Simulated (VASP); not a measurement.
# Er under changes of volume

One of the cells (31.572 Å³/atom); the others are scaled copies at fixed shape and fractional positions:

```
Er
1.0
    -1.99104    1.99104    1.99104
     1.99104   -1.99104    1.99104
     1.99104    1.99104   -1.99104
Er
1
Direct
  0.00000 0.00000 0.00000
```

This isn't the form of Er at room conditions, which is hcp.

```yaml
Program: VASP 6.6.1
Functional: PBE
Potentials_or_basis: VASP PAW PBE potentials, release 64 (Er)
Cutoff: 520 eV
k_mesh: 9 × 9 × 9
Occupations: fermi-dirac, width 0.05 eV
Spin: collinear spin, ferromagnetic start
Starting_moments: "[3.0] μB"
```

| volume (Å³/atom) | energy over the lowest point (meV/atom) | pressure (GPa) |
| --- | --- | --- |
| 29.096 | ? | ? |
| 29.715 | 13.65 | 4.0 |
| 30.334 | 0.00 | 3.2 |
| 31.572 | 154.98 | 2.2 |
| 32.191 | 147.43 | 1.7 |
| 32.810 | 142.04 | 1.1 |

What does the run at 29.096 Å³/atom give?

Energy over the lowest point 30.40 meV/atom; pressure 4.9 GPa.

The energies don't lie on one smooth curve, so no fit is given. The run at 31.572 Å³/atom lies farthest off, from a change of basis, grid or state.

Energies are extrapolated to zero smearing.

Caveats: the magnetic or orbital state may not be the lowest.
